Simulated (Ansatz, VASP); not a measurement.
**TaN: VASP beside Ansatz**

```xyz
2
Lattice="0.0000 2.2335 2.2335 2.2335 0.0000 2.2335 2.2335 2.2335 0.0000" Properties=species:S:1:pos:R:3 pbc="T T T"
Ta    2.2335    2.2335    2.2335
N     0.0000    0.0000    0.0000
```

Change from the starting cell: strain +0.025 along x and y, +0.025 along z, atoms carried along.

Alike in both runs: task single point; functional PBEsol; k mesh 18 × 18 × 18; occupations gaussian, width 0.15 eV; no spin polarisation.

|  | VASP | Ansatz |
| --- | --- | --- |
| version | VASP 6.6.1 | Ansatz 0.2.0 |
| potentials or method | VASP PAW PBE potentials, release 64 (Ta_pv, N) | scalar-relativistic, plane waves, PAW |
| plane-wave cutoff (eV) | 520 | 420 |
| valence electrons in the cell | 16 | 18 |

VASP gave:

| Quantity | Value |
| --- | --- |
| gap on the k mesh at the Fermi level (eV) | none |
| pressure (GPa) | -18.5 |

**Question.** What did Ansatz give for the same quantities?

**Answer.** gap on the k mesh at the Fermi level (eV): none; pressure (GPa): -19.3.

A gap of «none» marks a metal or a gap that the smearing closes. The two sets of potentials don't hold the same shells in valence.

Caveats: so large a pressure means that the cell lies far from this level's equilibrium, or that cutoff or potentials fall short (VASP); the potentials were made for another functional, which shifts forces and pressure (VASP). The runs have no spin-orbit coupling, so splittings on Ta are missing.
